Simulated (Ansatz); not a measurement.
Equation of state of TiAl

```cif
data_structure
_symmetry_space_group_name_H-M 'P 1'
_symmetry_Int_Tables_number 1
_cell_length_a 2.8373
_cell_length_b 2.8373
_cell_length_c 4.0591
_cell_angle_alpha 90.000
_cell_angle_beta 90.000
_cell_angle_gamma 90.000
_cell_volume 32.68
loop_
_atom_site_label
_atom_site_type_symbol
_atom_site_fract_x
_atom_site_fract_y
_atom_site_fract_z
_atom_site_occupancy
Ti1 Ti 0.00000 0.00000 0.00000 1
Al1 Al 0.50000 0.50000 0.50000 1
```

The runs use the primitive cell with vectors (2.837, 0.000, 0.000), (0.000, 2.837, 0.000), (0.000, 0.000, 4.059) Å, to which the k mesh refers.

The cell is COD entry 1532769, as deposited and not checked against the literature; nothing was relaxed.

Spin polarisation is left out, and whether a magnetic state lies lower isn't shown here.

All numbers are computed: DFT, PBE, all-electron LAPW, scalar-relativistic (Ansatz 0.2.0); DFT, PBE, PAW with Ansatz's default frozen-core files, scalar-relativistic (Ansatz 0.2.0).

For LAPW: a Γ-centred 12×12×8 k mesh, Fermi–Dirac smearing of 0.05 eV, basis error target 1 meV/atom, no spin polarisation. PAW takes a cutoff of 420 eV at this cell. The Ansatz runs share mesh, smearing and spin set-up. Plane-wave (PAW) pressures include the program's estimate of the Pulay term.

The cell above is scaled evenly, with fractional coordinates and shape held.

| V/V(cell) | V (Å³/atom) | P, LAPW (GPa) | P, PAW (GPa) | free energy over the lowest listed, PAW (meV/atom) |
| --- | --- | --- | --- | --- |
| 0.9405 | 15.366 | ? | ? | ? |
| 0.9800 | 16.012 | 1.57 | 1.61 | 0.9 |
| 1.0000 | 16.338 | -0.76 | -0.72 | 0.0 |
| 1.0200 | 16.665 | -2.87 | -2.83 | 3.7 |
| 1.0600 | 17.319 | -6.50 | -6.47 | 22.9 |

(1) Fill in the row V/V(cell) = 0.9405.

(2) What do Birch–Murnaghan fits to the pressures give?

Results:

(1) P, LAPW (GPa) = 6.90, P, PAW (GPa) = 6.96, free energy over the lowest listed, PAW (meV/atom) = 17.8.

(2) LAPW: V0 = 16.23 Å³/atom, B0 = 114 GPa, B0′ = 3.9; PAW: V0 = 16.23 Å³/atom, B0 = 114 GPa, B0′ = 3.9.
